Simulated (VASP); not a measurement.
Write the native input for VASP 6.6.1 that does the following.

```
Task                   : band structure
Functional             : PBE
Potentials or basis    : VASP PAW PBE potentials, release 64 (Ga_d, N)
Cutoff                 : 520 eV
k mesh                 : 10 × 10 × 10
Occupations            : gaussian, width 0.03 eV
Spin                   : no spin polarisation
Further INCAR settings : ALGO = Normal; EDIFF = 1e-06; NBANDS = 16
```

The structure of GaN lies in POSCAR:

```
GaN                                     
1.0
    0.0000000000      2.2741012840      2.2741012840
    2.2741012840      0.0000000000      2.2741012840
    2.2741012840      2.2741012840      0.0000000000
  Ga              N             
     1     1
Direct
     0.0000000000000000    0.0000000000000000    0.0000000000000000
     0.7500000000000000    0.7500000000000000    0.7500000000000000
```

The cell is a database's computed one.

These files were run (other wordings do the same):

INCAR

```
SYSTEM = GaN
PREC = Accurate
ENCUT = 520
EDIFF = 1E-6
ISMEAR = 0
SIGMA = 0.03
LREAL = .FALSE.
LASPH = .TRUE.
NELM = 80
ALGO = Normal
ISIF = 2
LWAVE = .FALSE.
LCHARG = .FALSE.
GGA = PE
NBANDS = 16
ICORELEVEL = 1
```

KPOINTS

```
regular mesh
0
G
  10 10 10
  0 0 0
```

KPOINTS_OPT

```
explicit points
209
Reciprocal
 0.0000000000  0.0000000000  0.0000000000 1
 0.0263157895  0.0000000000  0.0263157895 1
 0.0526315789  0.0000000000  0.0526315789 1
 0.0789473684  0.0000000000  0.0789473684 1
 0.1052631579  0.0000000000  0.1052631579 1
 0.1315789474  0.0000000000  0.1315789474 1
[... 201 lines left out ...]
 0.4250000000  0.0000000000  0.4250000000 1
 0.4500000000  0.0000000000  0.4500000000 1
```

Potentials or basis: VASP PAW PBE potentials, release 64 (Ga_d, N).

Run with:

```sh
$ cat potpaw_PBE.64/Ga_d/POTCAR potpaw_PBE.64/N/POTCAR > POTCAR
$ mpirun -np 1 vasp_std > vasp.out
```

It gave:

The pressure is 0.1 GPa, the band gap on the k mesh is 1.55 eV, direct and the band gap along the path is 1.55 eV, direct.

Run time: 16 s on 1 thread of Intel(R) Xeon(R) 6975P-C (Granite Rapids), on a shared host, peak memory 0.16 GiB.
